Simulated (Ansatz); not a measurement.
**FeCoO3: reading a single point**

```yaml
crystal:
  lattice:
    - [3.39046, 0.00000, 0.00000]
    - [0.00000, 3.39046, 0.00000]
    - [0.00000, 0.00000, 3.54731]
  atoms:
    - { symbol: Fe, position: [0.00000, 0.00000, 0.00000] }
    - { symbol: Co, position: [0.50000, 0.50000, 0.53250] }
    - { symbol: O, position: [0.50000, 0.50000, 0.09600] }
    - { symbol: O, position: [0.50000, 0.00000, 0.59600] }
    - { symbol: O, position: [0.00000, 0.50000, 0.59600] }
```

The numbers come from plane-wave PAW DFT (Ansatz): LDA, with U_eff = 1.77 eV on Fe d (all-electron-ortho-atomic projectors), non-collinear spin, 420 eV, 5×5×5 Γ-centred k points, fermi-dirac occupations (width 0.1 eV). Nothing was relaxed.

Magnetic state (reached from a saved solution, and it need not be the lowest): Fe1 along (-0.22, -0.44, 0.87), Co2 along (-0.22, -0.44, 0.87).

(1) Give the spin moments.

(2) What do density and ELF say about some of the short contacts?

(3) Is there a gap?

(4) Is the cell too large or too small?

(5) Which atom feels the largest force, and which way?

Origin: a known structure type with other elements, at an estimated volume, so it need not be a known compound. Caveats: another magnetic order, which this cell may not hold, can open a gap; the k mesh is coarse if the cell is a metal; atoms or cell far from equilibrium.

Answers

(1) Fe1 3.77, Co2 0.33 μB of spin moment in Bader basins; net size 4.78 μB a cell.

(2) Co–O at 1.55 Å: least valence density 1.89 e/Å³ and ELF 0.37 there. Fe–O at 2.22 Å: least valence density 0.38 e/Å³ and ELF 0.16 there. These are pseudo-fields; inside the PAW spheres they differ from the all-electron ones.

(3) It is a metal, with about 2.2 states/eV a cell as the mean within 0.25 eV of the Fermi level, mostly Co d (41 %), Fe d (29 %) and O p (27 %).

(4) The pressure is 43.3 GPa (compression positive), so with the atoms held at these fractions the cell would first expand; the forces are large, so a full relaxation may end otherwise. The principal stresses 36.2, 36.2, 57.4 GPa differ, so its shape would change too.

(5) The largest is on O3: 7.25 eV/Å, components (0.00, 0.00, -7.25). It makes 180° with the line to a nearest neighbour, Co2 at 1.55 Å, pointing away from it.
